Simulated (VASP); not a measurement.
The input files of a VASP run:

**KPOINTS**
```
Automatic mesh
0
Gamma
5 5 5
0 0 0
```

**INCAR**
```
# general
SYSTEM   =  NaBr
PREC     =  Accurate
ENCUT    =  300
LREAL    =  F
LASPH    =  T

# electronic loop
EDIFF    =  1E-6
NELM     =  100
ALGO     =  Normal
LMAXMIX  =  4

# smearing
ISMEAR   =  -1
SIGMA    =  0.01

# functional
GGA      =  PE

# ions
ISIF     =  2

# output
LWAVE    =  F
LCHARG   =  F
```

File POSCAR:
```
NaBr
1
    0.0000000000     2.9645020000     2.9645020000
    2.9645020000     0.0000000000     2.9645020000
    2.9645020000     2.9645020000     0.0000000000
Na Br
1 1
Direct
  0.0000000000   0.0000000000   0.0000000000
  0.5000000000   0.5000000000   0.5000000000
```

POTCAR, in this order: Na_pv Br (PBE.64 set). Program: vasp_std.

**Question.** Translate this PBE calculation to Quantum ESPRESSO's pw.x.

**Answer.** One equivalent input (not run):
```
&CONTROL
  calculation = 'scf'
  pseudo_dir = './pseudo'
  outdir = './out'
  tprnfor = .true.
  tstress = .true.
/
&SYSTEM
  ibrav = 0
  nat = 2
  ntyp = 2
  ecutwfc = 88
  occupations = 'smearing'
  smearing = 'fermi-dirac'
  degauss = 0.000735
  input_dft = 'pbe'
/
&ELECTRONS
  conv_thr = 7.3e-08
  electron_maxstep = 100
/
ATOMIC_SPECIES
  Na 22.990 Na.upf
  Br 79.904 Br.upf
CELL_PARAMETERS angstrom
     0.0000000    2.9645020    2.9645020
     2.9645020    0.0000000    2.9645020
     2.9645020    2.9645020    0.0000000
ATOMIC_POSITIONS crystal
  Na   0.0000000  0.0000000  0.0000000
  Br   0.5000000  0.5000000  0.5000000
K_POINTS automatic
  5 5 5 0 0 0
```
Limits of the translation: the potentials are each code's own (VASP's PAW set, PseudoDojo norm-conserving files in pw.x), so ENCUT and ecutwfc are chosen apart and not converted; conv_thr bounds pw.x's estimated SCF error, while EDIFF bounds the energy change between steps.

The structure comes from a computed database's NaBr entry; how it stands against other phases isn't given here. The cell was not relaxed at this level.
